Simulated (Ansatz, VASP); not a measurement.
## Pt: VASP beside Ansatz

Contents of INCAR:

```
PREC = Accurate ; ENCUT = 600
EDIFF = 1E-6 ; ISMEAR = -1
SIGMA = 0.05 ; LREAL = F
LASPH = T ; NELM = 100
ALGO = Normal ; ISIF = 3
LWAVE = F ; LCHARG = F
GGA = PE ; IBRION = 2
NSW = 60 ; EDIFFG = -0.005
```

File KPOINTS:

```
regular mesh
0
Gamma
  12 12 12
```

File POSCAR:

```
Pt
1.0
    0.0000000000      1.9609000000      1.9609000000
    1.9609000000      0.0000000000      1.9609000000
    1.9609000000      1.9609000000      0.0000000000
Pt
1
Direct
    0.0000000000      0.0000000000      0.0000000000
```

input.yaml

```yaml
crystal:
  lattice:
    - [0.0, 1.9609, 1.9609]
    - [1.9609, 0.0, 1.9609]
    - [1.9609, 1.9609, 0.0]
  atoms:
    - { symbol: Pt, position: [0.0, 0.0, 0.0] }
hamiltonian:
  xc: pbe
  pseudopotentials: { kind: paw }
kpoints:
  mp_grid: { grid: [12, 12, 12] }
scf:
  occupations: { method: fermi_dirac, width: 0.05 }
output:
  forces: true
  stress: true
  write_density: true
  write_potential: true
  elf: true
  volumetric_format: npy
relax:
  f_tol: 0.01
  max_steps: 40
  cell: { stress_tol: 0.05 }
```

Alike in both runs: task relaxation of cell and atoms; functional PBE; k mesh 12 × 12 × 12; occupations fermi-dirac, width 0.05 eV; no spin polarisation.

|  | VASP | Ansatz |
| --- | --- | --- |
| version | VASP 6.6.1 | Ansatz 0.2.0 |
| potentials or method | VASP PAW PBE potentials, release 64 (Pt) | Ansatz PAW |
| plane-wave cutoff (eV) | 600 | 420 |
| valence electrons in the cell | 10 | 18 |

```csv
,VASP,Ansatz,Ansatz less VASP
"gap on the k mesh at the Fermi level, each at its own relaxed structure (eV)",none,none,-
relaxed volume (Å³/atom),15.63,15.66,+0.025
relaxed cell length with the largest relative difference (Å),2.806,2.808,+0.0015
energy change over the relaxation (meV/atom),-16,-18,-1.5
```

A gap of «none» marks a metal or a gap that the smearing closes. The two sets of potentials don't hold the same shells in valence.

Caveats: the plane-wave basis is chosen anew once the cell has moved, so the energies of steps on either side of that aren't comparable (Ansatz). Spin-orbit coupling is left out, which matters for the levels of Pt. PBE usually gives volumes a little too large and moduli too small. Zero-point motion and thermal expansion aren't in these numbers.
